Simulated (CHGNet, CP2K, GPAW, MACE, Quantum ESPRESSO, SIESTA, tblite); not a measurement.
**Other levels on Zr2CO2 MXene, 4 layers (80 atoms)**

The cell holds 80 atoms: 16 C, 32 Zr and 32 O. Cell: a = 6.752 Å, b = 6.752 Å, c = 40.780 Å, α = 90.0°, β = 90.0°, γ = 120.0°. It derives from Zr2CO2 (Zr2CO2 MXene). 4 layers of Zr2CO2 MXene (a = 3.31 Å), 2 x 2 cells, biaxial strain +2 %, every second layer slid by 0.500 of a1 + 2 a2; facing planes 2.84, 2.72, 2.82 Å apart; 14 Å of vacuum. Then every atom was moved at random, 0.02 Å r.m.s. a Cartesian component. Regions: layer 1, 20 atoms (4 C, 8 Zr and 8 O); layer 2, 20 atoms (4 C, 8 Zr and 8 O); layer 3, 20 atoms (4 C, 8 Zr and 8 O); layer 4, 20 atoms (4 C, 8 Zr and 8 O). Vacuum lies along c.

Geometry: as built.

The reference, a calculation:

```
method                                           : Kohn-Sham DFT, PBE, SSSP efficiency 1.3.0 pseudopotentials, plane waves (Quantum ESPRESSO 7.5); sssp-pbe-1.3.0-efficiency, cutoffs 60/480 Ry, Γ point
r.m.s. force component                           : 0.3777 eV/Å
longest force                                    : 1.05 eV/Å
gap (highest filled to lowest empty level) : 0.5155 eV
time                                             : 11 min on 4 MPI ranks of Arm Neoverse V1, shared host
CPU time                                         : 46 min
```

Runs, in no order:
A. QE PBE, sssp-1.3.0-efficiency, 35/280 Ry: Kohn-Sham DFT, PBE, SSSP efficiency 1.3.0 pseudopotentials, plane waves
B. SIESTA PBE, DZ, shift 0.01 Ry, mesh 500 Ry: Kohn-Sham DFT, PBE, PseudoDojo 0.4.1 norm-conserving pseudopotentials (converted to PSML), numerical atomic orbitals (DZ), diagonalisation
C. SIESTA PBE, SZ, shift 0.02 Ry, mesh 500 Ry: Kohn-Sham DFT, PBE, PseudoDojo 0.4.1 norm-conserving pseudopotentials (converted to PSML), numerical atomic orbitals (SZ), diagonalisation
D. SIESTA PBE, DZP, shift 0.01 Ry, mesh 500 Ry: Kohn-Sham DFT, PBE, PseudoDojo 0.4.1 norm-conserving pseudopotentials (converted to PSML), numerical atomic orbitals (DZP), diagonalisation
E. MACE MP-0b2 small potential: machine-learned interatomic potential MACE MP-0b2 small, trained on PBE(+U) plane-wave data

**Question.** Rank the runs by how far their forces lie from the reference's, least first.

A, D, B, E, C.

```
                                           run  Δ force, r.m.s. (meV/Å)  share of r.m.s. force (%)  CPU time
   A. QE PBE, sssp-1.3.0-efficiency, 35/280 Ry                     5.14                       1.36    22 min
D. SIESTA PBE, DZP, shift 0.01 Ry, mesh 500 Ry                     86.1                       22.8   9.1 min
 B. SIESTA PBE, DZ, shift 0.01 Ry, mesh 500 Ry                      162                       42.9   4.3 min
                E. MACE MP-0b2 small potential                      318                       84.3     6.9 s
 C. SIESTA PBE, SZ, shift 0.02 Ry, mesh 500 Ry                      606                        160     3 min
```

Machine-learned potentials mimic data converged in k, so the reference's own k-point error enters their differences. The electronic-structure runs sample only Γ, in a cell whose shortest periodic width is 6 Å.

[Logs are printed without paths, hosts, clocks, repeated set-up lines and the standing remarks that a program may print on its own settings, such as how far it seeks lower states.]

[Hosts, paths, dates, database ids (printed as entryN), source tags and the programs' standing remarks are cut or masked in the printed files.]
